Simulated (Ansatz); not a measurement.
Au:

```
CELL_PARAMETERS angstrom
0.00000 2.03500 2.03500
2.03500 0.00000 2.03500
2.03500 2.03500 0.00000
ATOMIC_POSITIONS crystal
Au 0.00000 0.00000 0.00000
```

Base run:

| Quantity | Value |
| --- | --- |
| Program | Ansatz 0.2.0 |
| Functional | revPBE |
| Potentials or basis | Ansatz PAW |
| Cutoff | 420 eV (not typed: the program's choice for these potentials) |
| k mesh | 11 × 11 × 11 |
| Occupations | fermi-dirac, width 0.05 eV |
| Spin | no spin polarisation |

Its results: band gap on the k mesh none (metal or under the smearing width); pressure 13.7 GPa.

Q: The run is repeated on the same cell with these changes: functional from revPBE to LDA. What comes out?

A: Band gap on the k mesh none (metal or under the smearing width); pressure -3.1 GPa.

LDA binds more tightly than revPBE, so the same cell stands under less pressure.

Caveats: spin-orbit coupling is left out, which moves the levels of the heavy elements; the PAW data sets come from PBE, with cores solved anew for the run's functional, which leaves a small shift of forces and pressure.
